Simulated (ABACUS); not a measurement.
The system is V.

```
V
1.0
    -1.51435    1.51435    1.51435
     1.51435   -1.51435    1.51435
     1.51435    1.51435   -1.51435
V
1
Direct
  0.00000 0.00000 0.00000
```

```yaml
Program: ABACUS 3.10.1
Task: relaxation of cell and atoms
Functional: LDA
Potentials_or_basis: PseudoDojo NC SR 0.4.1 LDA stringent
Cutoff: 1143 eV
Density_cutoff: 4572 eV
Basis: plane waves
k_mesh: 10 × 10 × 10
Occupations: fermi-dirac, width 0.05 eV
Spin: collinear spin, ferromagnetic start
Starting_moments: "[2.0] μB"
```

At the start: pressure -16.7 GPa; volume 13.89 Å³/atom.

**Question.** How do energy, volume and symmetry change on relaxing?

**Answer.** Over 10 steps the energy falls by 70.4 meV/atom and the volume is 12.63 Å³/atom (-9.1 %); space group Im-3m (No. 229, to 0.05 Å); moment 0.00 μB per cell.

The path:
| step | energy change (eV) | largest force (eV/Å) | pressure (GPa) | volume (Å³) |
| --- | --- | --- | --- | --- |
| 1 | 0.0000 | 0.0000 | -16.70 | 13.89 |
| 2 | 0.0723 | 0.0000 | 32.48 | 11.09 |
| 3 | -0.0703 | 0.0000 | -0.62 | 12.67 |
| 4 | -0.0704 | 0.0000 | -0.04 | 12.63 |
| 5 | -0.0704 | 0.0000 | -0.07 | 12.63 |
| 6 | -0.0704 | 0.0000 | -0.03 | 12.63 |
| 7 | -0.0704 | 0.0000 | -0.07 | 12.63 |
| 8 | -0.0704 | 0.0000 | -0.06 | 12.63 |
| 9 | -0.0704 | 0.0000 | -0.08 | 12.63 |
| 10 | -0.0704 | 0.0000 | -0.02 | 12.63 |

Final structure:
```yaml
crystal:
  lattice:
    - [-1.46713, 1.46713, 1.46713]
    - [1.46713, -1.46713, 1.46713]
    - [1.46713, 1.46713, -1.46713]
  atoms:
    - { symbol: V, position: [0.00000, 0.00000, 0.00000] }
```
